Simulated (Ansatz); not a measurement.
# Cu4O3: the cost of one run

Method: DFT PBE, scalar-relativistic, plane waves, PAW, in Ansatz 0.2.0.

**1. The starting structure**

It takes space group R-3m (No. 166, trigonal). The conventional cell has a = 3.142 Å, b = 3.142 Å, c = 27.705 Å, α = 90.00°, β = 90.00°, γ = 120.00°. Cu (site symmetry 3m) is surrounded by 3 Cu at 2.24 Å and 3 O at 2.24 Å. Cu (site symmetry 3m) has 6 O at 2.24 Å as nearest neighbours. O (site symmetry -3m) has 6 Cu at 2.24 Å as nearest neighbours. O (site symmetry 3m) is surrounded by 6 Cu at 2.24 Å.

As a file:

```
CELL_PARAMETERS angstrom
1.57117 0.90711 9.23501
-1.57117 0.90711 9.23501
0.00000 -1.81423 9.23501
ATOMIC_POSITIONS crystal
Cu 0.85710 0.85710 0.85710
Cu 0.14290 0.14290 0.14290
Cu 0.71430 0.71430 0.71430
Cu 0.28570 0.28570 0.28570
O 0.00000 0.00000 0.00000
O 0.57140 0.57140 0.57140
O 0.42860 0.42860 0.42860
```

(A quick probe on a coarse mesh, which set the mesh and smearing, is not shown.)

**3. A loose first relaxation**

Contents of input.yaml:

```yaml
crystal:
  lattice:
    - [1.5711688838, 0.907114778, 9.235011312]
    - [-1.5711688838, 0.907114778, 9.235011312]
    - [0.0, -1.8142295559, 9.235011312]
  atoms:
    - { symbol: Cu, position: [0.8571, 0.8571, 0.8571] }
    - { symbol: Cu, position: [0.1429, 0.1429, 0.1429] }
    - { symbol: Cu, position: [0.7143, 0.7143, 0.7143], spin: 0.39 }
    - { symbol: Cu, position: [0.2857, 0.2857, 0.2857], spin: 0.39 }
    - { symbol: O, position: [0.0, 0.0, 0.0], spin: 0.27 }
    - { symbol: O, position: [0.5714, 0.5714, 0.5714], spin: 0.12 }
    - { symbol: O, position: [0.4286, 0.4286, 0.4286], spin: 0.12 }
basis:
  ecutwfc: 420
kpoints:
  mp_grid: { grid: [6, 6, 6] }
hamiltonian:
  xc: pbe
scf:
  occupations: { method: gaussian, width: 0.1 }
  lower_state_search: "off"
output:
  forces: true
  stress: true
  eigenvalues: true
  populations: true
magnetization:
  spin_polarized: true
relax:
  adjacent_minimum: "off"
  f_tol: 0.04
  max_steps: 70
  cell: { stress_tol: 0.4 }
```

Launch:

```sh
ansatz run input.yaml --threads 1 --pin off --max-ram 2560MiB --backend cpu --events-out ev --progress --plain --runs-dir out
```

Q: Estimate wall time and peak memory on 1 thread of an x86-64 CPU, shared host.

About 4.9 min, with a peak of 0.56 GiB.
